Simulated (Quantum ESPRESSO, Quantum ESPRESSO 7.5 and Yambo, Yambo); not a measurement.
**BN (Qingsongite): G0W0 with Yambo, start to end**

Aim: the G0W0 gap of BN (Qingsongite) on PBE, step by step.

Main program and level: Quantum ESPRESSO 7.5 and Yambo 5.3.0; PBE and many-body steps on it, plane waves.

**1. Starting point**

Symmetry: F-43m, No. 216, cubic system. Conventional cell: a = 3.615 Å, b = 3.615 Å, c = 3.615 Å, α = 90.00°, β = 90.00°, γ = 90.00°. B has 4 N at 1.57 Å nearest. Nearest to N lie 4 B at 1.57 Å. Farther neighbours and most contacts between anions are not listed.

Coordinates:

```cif
data_structure
_symmetry_space_group_name_H-M 'F-43m'
_symmetry_Int_Tables_number 216
_cell_length_a 3.6150
_cell_length_b 3.6150
_cell_length_c 3.6150
_cell_angle_alpha 90.000
_cell_angle_beta 90.000
_cell_angle_gamma 90.000
_cell_volume 47.24
loop_
_atom_site_label
_atom_site_type_symbol
_atom_site_symmetry_multiplicity
_atom_site_Wyckoff_symbol
_atom_site_fract_x
_atom_site_fract_y
_atom_site_fract_z
_atom_site_occupancy
B1 B 4 a 0.00000 0.00000 0.00000 1
N1 N 4 d 0.25000 0.25000 0.75000 1
```

The cell and positions come from the Crystallography Open Database and are kept as given unless a step says otherwise.

**2. Ground state**

This step: Quantum ESPRESSO 7.5; DFT, PBE, plane waves, norm-conserving pseudopotentials.

The ground-state density comes first.

File pw.in:

```
&control
  calculation = 'scf'
  prefix = 'x'
  outdir = 'o'
  pseudo_dir = 'pseudo'
/
&system
  ibrav = 0
  nat = 2
  ntyp = 2
  ecutwfc = 72.0
  nbnd = 9
  force_symmorphic = .true.
/
&electrons
  conv_thr = 1e-10
  electron_maxstep = 80
  mixing_beta = 0.5
/
ATOMIC_SPECIES
  B 10.81 B.upf
  N 14.007 N.upf
CELL_PARAMETERS angstrom
  -0.0000000000 1.8075000000 1.8075000000
  1.8075000000 0.0000000000 1.8075000000
  1.8075000000 1.8075000000 -0.0000000000
ATOMIC_POSITIONS crystal
  B 0.0000000000 0.0000000000 0.0000000000
  N 0.2500000000 0.2500000000 0.2500000000
K_POINTS automatic
  10 10 10 0 0 0
```

Run with:

```
> OMP_NUM_THREADS=1 mpirun -n 4 pw.x -nk 4 -in pw.in > pw.out
```

The program printed:

```text
Program PWSCF v.7.5 starts

     This program is part of the open-source Quantum ESPRESSO suite
     for quantum simulation of materials; please cite
         "P. Giannozzi et al., J. Phys.:Condens. Matter 21 395502 (2009);
         "P. Giannozzi et al., J. Phys.:Condens. Matter 29 465901 (2017);
         "P. Giannozzi et al., J. Chem. Phys. 152 154105 (2020);
     in publications or presentations arising from this work. More details at
     Message from routine setup:
     using ibrav=0 with symmetry is DISCOURAGED, use correct ibrav instead

     G-vector sticks info

     bravais-lattice index     =            0
     lattice parameter (alat)  =       4.8305  a.u.
     unit-cell volume          =      79.7006 (a.u.)^3
     number of atoms/cell      =            2
     number of atomic types    =            2
     number of electrons       =         8.00
     number of Kohn-Sham states=            9
     kinetic-energy cutoff     =      72.0000  Ry
     charge density cutoff     =     288.0000  Ry
     scf convergence threshold =      1.0E-10
     mixing beta               =       0.5000
     number of iterations used =            8  plain     mixing
     Exchange-correlation= PBE
                           (   1   4   3   4   0   0   0)

     celldm(1)=   4.830501  celldm(2)=   0.000000  celldm(3)=   0.000000
     celldm(4)=   0.000000  celldm(5)=   0.000000  celldm(6)=   0.000000

     crystal axes: (cart. coord. in units of alat)
               a(1) = (  -0.000000   0.707107   0.707107 )
               a(2) = (   0.707107   0.000000   0.707107 )
               a(3) = (   0.707107   0.707107  -0.000000 )

     reciprocal axes: (cart. coord. in units 2 pi/alat)
               b(1) = ( -0.707107  0.707107  0.707107 )
               b(2) = (  0.707107 -0.707107  0.707107 )
               b(3) = (  0.707107  0.707107 -0.707107 )
     Pseudo is Norm-conserving + core correction, Zval =  3.0
     Generated using ONCVPSP code by D. R. Hamann
     Using radial grid of 1534 points,  4 beta functions with:
     Pseudo is Norm-conserving + core correction, Zval =  5.0
     Generated using ONCVPSP code by D. R. Hamann
     Using radial grid of 1058 points,  4 beta functions with:
     B                 3.00    10.81000     B ( 1.00)
     N                 5.00    14.00700     N ( 1.00)

     24 Sym. Ops. (no inversion) found

   Cartesian axes

     site n.     atom                  positions (alat units)
         1        B      tau(   1) = (   0.0000000   0.0000000   0.0000000  )
         2        N      tau(   2) = (   0.3535534   0.3535534   0.3535534  )

     number of k points=    47
                       cart. coord. in units 2pi/alat
        k(    1) = (   0.0000000   0.0000000   0.0000000), wk =   0.0020000
        k(    2) = (   0.0707107   0.0707107  -0.0707107), wk =   0.0160000
        k(    3) = (   0.1414214   0.1414214  -0.1414214), wk =   0.0160000
        k(    4) = (   0.2121320   0.2121320  -0.2121320), wk =   0.0160000
        k(    5) = (   0.2828427   0.2828427  -0.2828427), wk =   0.0160000
        k(    6) = (  -0.3535534  -0.3535534   0.3535534), wk =   0.0080000
        k(    7) = (   0.1414214  -0.0000000   0.0000000), wk =   0.0120000
        k(    8) = (   0.2121320   0.0707107  -0.0707107), wk =   0.0480000
        k(    9) = (   0.2828427   0.1414214  -0.1414214), wk =   0.0480000
        k(   10) = (   0.3535534   0.2121320  -0.2121320), wk =   0.0480000
     [... 35 further rows ...]
        k(   46) = (  -0.0707107  -0.3535534   0.6363961), wk =   0.0480000
        k(   47) = (  -0.7071068   0.2828427   0.0000000), wk =   0.0240000

     Dense  grid:     6615 G-vectors     FFT dimensions: (  27,  27,  27)

     Initial potential from superposition of free atoms

     starting charge       7.9997, renormalised to       8.0000
     Starting wfcs are    8 randomized atomic wfcs +    1 random wfcs

     per-process dynamical memory:     9.5 Mb

     Self-consistent Calculation

     iteration #  1     ecut=    72.00 Ry     beta= 0.50

     total energy              =     -26.76617838 Ry
     estimated scf accuracy    <       0.21319777 Ry

     iteration #  2     ecut=    72.00 Ry     beta= 0.50

     total energy              =     -26.80345313 Ry
     estimated scf accuracy    <       0.02067927 Ry

     iteration #  3     ecut=    72.00 Ry     beta= 0.50

     total energy              =     -26.80510279 Ry
     estimated scf accuracy    <       0.00335413 Ry

     iteration #  4     ecut=    72.00 Ry     beta= 0.50

     total energy              =     -26.80524845 Ry
     estimated scf accuracy    <       0.00004919 Ry

     iteration #  5     ecut=    72.00 Ry     beta= 0.50

     total energy              =     -26.80525910 Ry
     estimated scf accuracy    <       0.00000712 Ry

     iteration #  6     ecut=    72.00 Ry     beta= 0.50

     total energy              =     -26.80526036 Ry
     estimated scf accuracy    <       0.00000002 Ry

     iteration #  7     ecut=    72.00 Ry     beta= 0.50

     total energy              =     -26.80526038 Ry
     estimated scf accuracy    <       0.00000002 Ry

     iteration #  8     ecut=    72.00 Ry     beta= 0.50

     total energy              =     -26.80526038 Ry
     estimated scf accuracy    <          2.6E-10 Ry

     iteration #  9     ecut=    72.00 Ry     beta= 0.50

     End of self-consistent calculation

          k = 0.0000 0.0000 0.0000 (   869 PWs)   bands (ev):

    -9.0548  11.1555  11.1555  11.1555  20.0337  20.0337  20.0337  21.5215
    35.9011

          k = 0.0707 0.0707-0.0707 (   845 PWs)   bands (ev):

    -8.8117   9.8911  10.9021  10.9021  20.3025  20.4162  20.4162  22.3128
    35.6286

          k = 0.1414 0.1414-0.1414 (   827 PWs)   bands (ev):

    -8.0960   7.1806  10.3308  10.3308  20.6759  21.2102  21.2102  23.9653
    34.9452

          k = 0.2121 0.2121-0.2121 (   827 PWs)   bands (ev):

     [... further k-points ...]

     highest occupied, lowest unoccupied level (ev):    11.1555   15.6904

!    total energy              =     -26.80526038 Ry
     estimated scf accuracy    <          4.0E-11 Ry

     The total energy is the sum of the following terms:
     one-electron contribution =       4.69584400 Ry
     hartree contribution      =       3.58366423 Ry
     xc contribution           =      -8.74398271 Ry
     ewald contribution        =     -26.34078590 Ry

     convergence has been achieved in   9 iterations

     XML data file, charge density, pseudopotentials, collected wavefunctions

=------------------------------------------------------------------------------=
   JOB DONE.
=------------------------------------------------------------------------------=
```

It took 2.3 s on 4 MPI ranks of Arm Neoverse V1, shared host; peak memory 0.17 GiB.

This step gave:

| Property | Result |
| --- | --- |
| total energy | -364.7041 eV |
| gap | 4.535 eV |
| k of the valence top | 0, 0, 0 |
| k of the conduction bottom | 0, -0.5, -0.5 |
| least direct gap | 8.878 eV |

The gap is indirect, with the least direct gap 4.34 eV higher.

**3. Bands along the symmetry lines**

Levels along a band path, at the cheap level, show where the edges lie and whether the meshes to come will hold them.

File pw.in:

```
&control
  calculation = 'bands'
  prefix = 'x'
  outdir = 'o'
  pseudo_dir = 'pseudo'
/
&system
  ibrav = 0
  nat = 2
  ntyp = 2
  ecutwfc = 72.0
  nbnd = 10
  force_symmorphic = .true.
/
&electrons
  conv_thr = 1e-9
  electron_maxstep = 80
  diago_full_acc = .true.
  diago_thr_init = 5e-6
/
ATOMIC_SPECIES
  B 10.81 B.upf
  N 14.007 N.upf
CELL_PARAMETERS angstrom
  -0.0000000000 1.8075000000 1.8075000000
  1.8075000000 0.0000000000 1.8075000000
  1.8075000000 1.8075000000 -0.0000000000
ATOMIC_POSITIONS crystal
  B 0.0000000000 0.0000000000 0.0000000000
  N 0.2500000000 0.2500000000 0.2500000000
K_POINTS crystal
  50
  0.00000000 0.00000000 0.00000000 1
  -0.06250000 -0.06250000 0.00000000 1
  -0.12500000 -0.12500000 0.00000000 1
  -0.18750000 -0.18750000 0.00000000 1
  -0.25000000 -0.25000000 0.00000000 1
  -0.31250000 -0.31250000 0.00000000 1
  -0.37500000 -0.37500000 0.00000000 1
  -0.43750000 -0.43750000 0.00000000 1
  -0.50000000 -0.50000000 0.00000000 1
  -0.48437500 -0.48437500 0.03125000 1
  -0.46875000 -0.46875000 0.06250000 1
  -0.45312500 -0.45312500 0.09375000 1
  -0.43750000 -0.43750000 0.12500000 1
  -0.42187500 -0.42187500 0.15625000 1
  -0.40625000 -0.40625000 0.18750000 1
  -0.39062500 -0.39062500 0.21875000 1
  -0.37500000 -0.37500000 0.25000000 1
  -0.37500000 0.00000000 0.37500000 1
  -0.32812500 0.00000000 0.32812500 1
  -0.28125000 0.00000000 0.28125000 1
  -0.23437500 0.00000000 0.23437500 1
  -0.18750000 0.00000000 0.18750000 1
  -0.14062500 0.00000000 0.14062500 1
  -0.09375000 0.00000000 0.09375000 1
  -0.04687500 0.00000000 0.04687500 1
  0.00000000 0.00000000 0.00000000 1
  0.00000000 0.00000000 0.06250000 1
  0.00000000 0.00000000 0.12500000 1
  0.00000000 0.00000000 0.18750000 1
  0.00000000 0.00000000 0.25000000 1
  0.00000000 0.00000000 0.31250000 1
  0.00000000 0.00000000 0.37500000 1
  0.00000000 0.00000000 0.43750000 1
  -0.00000000 -0.00000000 0.50000000 1
  -0.06250000 -0.03125000 0.46875000 1
  -0.12500000 -0.06250000 0.43750000 1
  -0.18750000 -0.09375000 0.40625000 1
  -0.25000000 -0.12500000 0.37500000 1
  -0.31250000 -0.15625000 0.34375000 1
  -0.37500000 -0.18750000 0.31250000 1
  -0.43750000 -0.21875000 0.28125000 1
  -0.50000000 -0.25000000 0.25000000 1
  -0.50000000 -0.28125000 0.21875000 1
  -0.50000000 -0.31250000 0.18750000 1
  -0.50000000 -0.34375000 0.15625000 1
  -0.50000000 -0.37500000 0.12500000 1
  -0.50000000 -0.40625000 0.09375000 1
  -0.50000000 -0.43750000 0.06250000 1
  -0.50000000 -0.46875000 0.03125000 1
  -0.50000000 -0.50000000 0.00000000 1
```

The program printed:

```text
[banner, memory and clock lines left out]
Program PWSCF v.7.5 starts

     Atomic positions and unit cell read from directory:
     o/x.save/

     Message from routine setup:
     using ibrav=0 with symmetry is DISCOURAGED, use correct ibrav instead

     G-vector sticks info

     bravais-lattice index     =            0
     lattice parameter (alat)  =       4.8305  a.u.
     unit-cell volume          =      79.7006 (a.u.)^3
     number of atoms/cell      =            2
     number of atomic types    =            2
     number of electrons       =         8.00
     number of Kohn-Sham states=           10
     kinetic-energy cutoff     =      72.0000  Ry
     charge density cutoff     =     288.0000  Ry
     Exchange-correlation= PBE
                           (   1   4   3   4   0   0   0)

     celldm(1)=   4.830501  celldm(2)=   0.000000  celldm(3)=   0.000000
     celldm(4)=   0.000000  celldm(5)=   0.000000  celldm(6)=   0.000000

     crystal axes: (cart. coord. in units of alat)
               a(1) = (  -0.000000   0.707107   0.707107 )
               a(2) = (   0.707107   0.000000   0.707107 )
               a(3) = (   0.707107   0.707107  -0.000000 )

     reciprocal axes: (cart. coord. in units 2 pi/alat)
               b(1) = ( -0.707107  0.707107  0.707107 )
               b(2) = (  0.707107 -0.707107  0.707107 )
               b(3) = (  0.707107  0.707107 -0.707107 )
     Pseudo is Norm-conserving + core correction, Zval =  3.0
     Generated using ONCVPSP code by D. R. Hamann
     Using radial grid of 1534 points,  4 beta functions with:
     Pseudo is Norm-conserving + core correction, Zval =  5.0
     Generated using ONCVPSP code by D. R. Hamann
     Using radial grid of 1058 points,  4 beta functions with:
     B                 3.00    10.81000     B ( 1.00)
     N                 5.00    14.00700     N ( 1.00)

     24 Sym. Ops. (no inversion) found

   Cartesian axes

     site n.     atom                  positions (alat units)
         1        B      tau(   1) = (   0.0000000   0.0000000   0.0000000  )
         2        N      tau(   2) = (   0.3535534   0.3535534   0.3535534  )

     number of k points=    50
                       cart. coord. in units 2pi/alat
        k(    1) = (   0.0000000   0.0000000   0.0000000), wk =   0.0400000
        k(    2) = (   0.0000000   0.0000000  -0.0883883), wk =   0.0400000
        k(    3) = (   0.0000000   0.0000000  -0.1767767), wk =   0.0400000
[...]
[... 38 further rows ...]
        k(   49) = (   0.0441942  -0.0000000  -0.7071068), wk =   0.0400000
        k(   50) = (   0.0000000   0.0000000  -0.7071068), wk =   0.0400000

     Dense  grid:     6615 G-vectors     FFT dimensions: (  27,  27,  27)

     The potential is recalculated from file :
     o/x.save/charge-density

     Starting wfcs are    8 randomized atomic wfcs +    2 random wfcs

     Band Structure Calculation

     End of band structure calculation

          k = 0.0000 0.0000 0.0000 (   869 PWs)   bands (ev):

    -9.0548  11.1555  11.1555  11.1555  20.0337  20.0337  20.0337  21.5215
    35.9011  39.2726

          k = 0.0000 0.0000-0.0884 (   857 PWs)   bands (ev):

    -8.9278  10.8155  10.8352  10.8352  19.8241  20.4590  20.4590  21.9020
    35.1423  36.7893

          k = 0.0000 0.0000-0.1768 (   841 PWs)   bands (ev):

    -8.5501   9.9089  10.0461  10.0461  19.3628  21.5586  21.5586  22.6749
    32.1816  37.0834

          k = 0.0000-0.0000-0.2652 (   829 PWs)   bands (ev):

[...]
k = 0.0000 0.0000-0.3536 (   833 PWs)   bands (ev):

[...]
k =-0.0000 0.0000-0.4419 (   829 PWs)   bands (ev):

[...]
k = 0.0000-0.0000-0.5303 (   817 PWs)   bands (ev):

[...]
k = 0.0000-0.0000-0.6187 (   810 PWs)   bands (ev):

[...]
k = 0.0000 0.0000 0.0000 (   869 PWs)   bands (ev):

[...]
k = 0.2652 0.0000-0.7071 (   812 PWs)   bands (ev):

[...]
k = 0.0884-0.0000-0.7071 (   814 PWs)   bands (ev):

[...]
k = 0.0442-0.0000-0.7071 (   806 PWs)   bands (ev):

    -3.4542   2.2754   6.1761   6.1910  15.8382  20.6095  28.9582  29.0458
    31.8558  38.3072

          k = 0.0000 0.0000-0.7071 (   806 PWs)   bands (ev):

    -3.4651   2.2487   6.2483   6.2483  15.6904  20.4971  29.0656  29.0656
    31.9168  38.3936

     XML data file, pseudopotentials, collected wavefunctions
```

It took 1.4 s on 4 MPI ranks; peak memory 0.05 GiB; 5.2 s of CPU time.

Numbers from this step:

```yaml
gap: 4.535 eV
k_of_the_valence_top: 0, 0, 0
k_of_the_conduction_bottom: -0.5, -0.5, 0
least_direct_gap: 8.878 eV
```

The gap is 4.535 eV, as in the run before at this level.

Electronic bands along the path, in eV, zero at the top of the highest filled band; v1 is the highest filled band, c1 the lowest empty one:

| point | v4 | v3 | v2 | v1 | c1 | c2 | c3 | c4 |
| --- | --- | --- | --- | --- | --- | --- | --- | --- |
| Γ | -20.21 | 0.00 | 0.00 | 0.00 | 8.88 | 8.88 | 8.88 | 10.37 |
| halfway | -18.25 | -3.97 | -3.01 | -3.01 | 6.86 | 11.62 | 13.48 | 13.48 |
| X | -14.62 | -8.91 | -4.91 | -4.91 | 4.53 | 9.34 | 17.91 | 17.91 |
| halfway | -14.55 | -8.69 | -5.96 | -4.69 | 5.49 | 10.28 | 17.32 | 17.54 |
| U | -14.54 | -8.12 | -7.66 | -4.08 | 6.98 | 12.95 | 15.84 | 16.68 |
| jump to K | -14.54 | -8.12 | -7.66 | -4.08 | 6.98 | 12.95 | 15.84 | 16.68 |
| halfway | -18.03 | -5.73 | -3.91 | -1.12 | 10.71 | 10.76 | 11.24 | 13.58 |
| Γ | -20.21 | 0.00 | 0.00 | 0.00 | 8.88 | 8.88 | 8.88 | 10.37 |
| halfway | -18.73 | -5.47 | -1.13 | -1.13 | 9.70 | 10.40 | 10.40 | 13.57 |
| L | -15.99 | -10.68 | -1.94 | -1.94 | 10.21 | 10.78 | 10.78 | 15.26 |
| halfway | -15.29 | -9.69 | -4.82 | -3.45 | 9.66 | 11.24 | 14.40 | 15.79 |
| W | -14.31 | -7.58 | -6.96 | -6.50 | 9.65 | 13.35 | 14.61 | 14.69 |
| halfway | -14.47 | -8.49 | -5.77 | -5.71 | 6.58 | 11.00 | 16.25 | 17.43 |
| X | -14.62 | -8.91 | -4.91 | -4.91 | 4.53 | 9.34 | 17.91 | 17.91 |

The electronic bands as a text plot (rows in eV, shown from -8.0 to 10.5 only):

```
   10.1 |+ ++     +    +      ++ ++++ ++   +++++++++++        ++
    9.4 | +        ++++     ++     +++  +++++         ++++++    +
    8.6 |++                           ++                    +
    7.8 |  +++             +
    7.1 |     ++          +
    6.3 |       ++       +                                   +
    5.5 |         +    ++                                     +
    4.7 |          ++++                                        ++
    4.0 |
    3.2 |
    2.4 |
    1.7 |
    0.9 |
    0.1 |*                         ******
   -0.7 | *                      **  *  ****
   -1.4 |  **                   *  **       ****
   -2.2 |    *                ** ****    **     *****
   -3.0 |     **            **                      **
   -3.8 |     ****        **    ***        *         **
   -4.5 |         ********                            **
   -5.3 |       **    *       **            *           *     ***
   -6.1 |              **   **  *                      * * ***
   -6.8 |         *           **                        ****
   -7.6 |                ***                 **          ***
         Γ           X  U|K            Γ         L        W     X
```

(Part 1 of 3 ends here.)

[Paths, hosts, dates, memory and timing lines, banners, echoed tables and standing remarks are left out of the program output.]

[Logs are printed without paths, hosts, clocks, repeated set-up lines and the standing remarks that a program may print on its own settings, such as how far it seeks lower states.]

[Runs of the session that timed out or met a known fault of the program may be left out.]

[Hosts, paths, dates, database ids (printed as entryN), source tags and the programs' standing remarks are cut or masked in the printed files.]
